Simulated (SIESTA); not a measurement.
ZnS: equation of state with PBE

**The experiment to reproduce.**

From “Electronic, vibrational, and thermodynamic properties of ZnS (zincblende and rocksalt structure)”, 2009, arxiv:0911.5022, for a bulk crystal of ZnS: bulk modulus 76.9 GPa.

Crystal: ZnS.

```xyz
2
Lattice="0.0000 2.7020 2.7020 2.7020 0.0000 2.7020 2.7020 2.7020 0.0000" Properties=species:S:1:pos:R:3 pbc="T T T"
Zn    4.0530    4.0530    4.0530
S     0.0000    0.0000    0.0000
```

- Program: SIESTA 5.4.2
- Task: equation of state
- Functional: PBE
- Potentials or basis: PseudoDojo 0.4 standard (PBE files)
- Basis: TZP (energy shift 0.01 Ry)
- Grid cutoff: 800 Ry
- Energy shift: 0.01 Ry
- k mesh: 9 × 9 × 9
- Occupations: fermi-dirac, width 0.05 eV
- Spin: no spin polarisation

```yaml
Equilibrium_volume: 19.65 Å³/atom
Bulk_modulus: 92 GPa
Pressure_derivative_of_the_bulk_modulus: "4.4 (rough: it moves with the points fitted)"
```

Energy against volume, from the lowest point:
| volume (Å³/atom) | energy (meV/atom) |
| --- | --- |
| 18.543 | 19.90 |
| 18.938 | 7.67 |
| 19.332 | 1.41 |
| 19.727 | 0.00 |
| 20.121 | 2.83 |
| 20.516 | 9.74 |
| 20.910 | 20.50 |

All runs of the series together: 2.3 min on 1 thread of Arm Neoverse V1, with other jobs on the host.

Measured bulk modulus of ZnS: 76.9 GPa (quoted in “Electronic, vibrational, and thermodynamic properties of ZnS (zincblende and rocksalt structure)”, 2009, arxiv:0911.5022). This calculation gives 92 GPa (+19.8 %). The fit is for a static lattice scaled at fixed shape and fixed fractional positions.

Caveat: semicore shells carry a single zeta, which can move pressures by several GPa and volumes by a few percent; the basis of atomic orbitals isn't converged, which shifts pressures, moduli and gaps.
